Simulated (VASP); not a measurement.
Set up this calculation in VASP 6.6.1, as the native input.

| Item | Value |
| --- | --- |
| Task | relaxation of cell and atoms |
| Functional | PBE |
| Potentials or basis | VASP PAW PBE potentials, release 64 (Si, C) |
| Cutoff | 520 eV |
| k mesh | 4 × 4 × 4 |
| Occupations | gaussian, width 0.02 eV |
| Spin | no spin polarisation |
| Further INCAR settings | ALGO = Normal; EDIFF = 1e-07; IBRION = 2; EDIFFG = -0.002; NSW = 80; ISIF = 3 |

The structure of SiC lies in POSCAR:

```
SiC                                     
1.0
   -0.0000000000      2.1910157017      2.1910157017
    2.1910157017      0.0000000000      2.1910157017
    2.1910157017      2.1910157017     -0.0000000000
  Si              C             
     1     1
Direct
     0.0000000000000000    0.0000000000000000    0.0000000000000000
     0.2500000000000000    0.2500000000000000    0.2500000000000000
```

The input as run:

INCAR

```
ALGO     = Normal         # electronic algorithm
EDIFF    = 1E-7           # SCF threshold, eV
EDIFFG   = -0.002         # ionic threshold
ENCUT    = 520            # plane-wave cutoff, eV
GGA      = PE             # functional
IBRION   = 2              # ionic algorithm
ISIF     = 3              # what is computed and relaxed
ISMEAR   = 0              # smearing method
LASPH    = T              # aspherical terms in the spheres
LCHARG   = F              # write CHGCAR
LREAL    = F              # projectors in reciprocal space
LWAVE    = F              # write WAVECAR
NELM     = 100            # most SCF steps
NSW      = 80             # ionic steps
PREC     = Accurate       # precision mode
SIGMA    = 0.02           # smearing width, eV
```

KPOINTS

```
k-points
0
Gamma
  4 4 4
```

Potentials or basis: VASP PAW PBE potentials, release 64 (Si, C).

Launch:

```bash
$ cat potpaw_PBE.64/Si/POTCAR potpaw_PBE.64/C/POTCAR > POTCAR
$ mpirun -np 1 vasp_std > vasp.out
```

Results of the run:

| Item | Value |
| --- | --- |
| Pressure after relaxing | 0.0 GPa |
| Band gap on the k mesh | 1.33 eV, indirect (least direct gap 4.50 eV) |

Caveat: the k mesh is coarse (spacing up to 0.62 Å⁻¹), so the values aren't converged; the relaxation stopped at its first step, so nothing moved.

Wall time 3.4 s on 1 thread of Intel(R) Xeon(R) Platinum 8259CL CPU @ 2.50GHz (Skylake/Cascade Lake) (shared host), peak memory 0.13 GiB.
